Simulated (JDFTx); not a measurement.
Runs of JDFTx 1.7.0 (patched build) on Mo. The structure is cubic, space group Im-3m (No. 229). Conventional cell: a = 3.168 Å, b = 3.168 Å, c = 3.168 Å, α = 90.00°, β = 90.00°, γ = 90.00°. Around Mo (site symmetry m-3m) lie 8 Mo at 2.74 Å. 

```csv
task,level,potentials or basis,cell,SCF threshold on the energy,further solve for the empty bands,local potential set to -Z/r beyond,pseudo rcut,gap on the mesh (eV),pressure (GPa),V0 of scaled cells (Å³/atom),B0 (GPa)
relaxation of cell and atoms,PBE,PseudoDojo-SR-PBE-0.5-standard,relaxed,1e-10 Ha,no,-,-,none,0.0,-,-
equation of state,PBEsol,PseudoDojo-SR-PBEsol-0.4.1-standard,as given,1e-09 Ha,-,-,-,-,-,15.34,283
equation of state,LDA,PseudoDojo-SR-LDA-0.4.1-standard,as given,1e-09 Ha,-,-,-,-,-,(b),296
equation of state,PBE,PseudoDojo-SR-PBE-0.5-standard,as given,1e-08 Ha,-,-,-,-,-,(c),261
equation of state,r2SCAN,SG15-PBE-1.2,as given,1e-09 Ha,-,-,-,-,-,15.57,279
equation of state,PBEsol,PseudoDojo-SR-PBEsol-0.4.1-standard with smoothed tails,as given,1e-09 Ha,-,6 bohr,6,-,-,15.34,283
single point,PBE,PseudoDojo-SR-PBE-0.5-standard,as given,1e-08 Ha,yes,-,-,none,(a),-,-
single point,PBEsol,PseudoDojo-SR-PBEsol-0.4.1-standard with smoothed tails,as given,1e-09 Ha,yes,6 bohr,6,none,-9.4,-,-
```

Alike in all rows: no spin polarisation; k mesh 12 × 12 × 12; cutoff (eV) 1088; smearing fermi-dirac 0.05 eV.

**Question.** Fill in the values left out.

**Answer.** (a) -1.5; (b) 15.09; (c) 15.80.

Caveats: the potentials were made for another functional, which shifts forces and pressure (some runs).

A k mesh can miss the band edges, and the runs leave out spin-orbit coupling on Mo.

A gap of «none» marks a metal or a gap under the smearing width.

Not every run made on this cell is shown here.
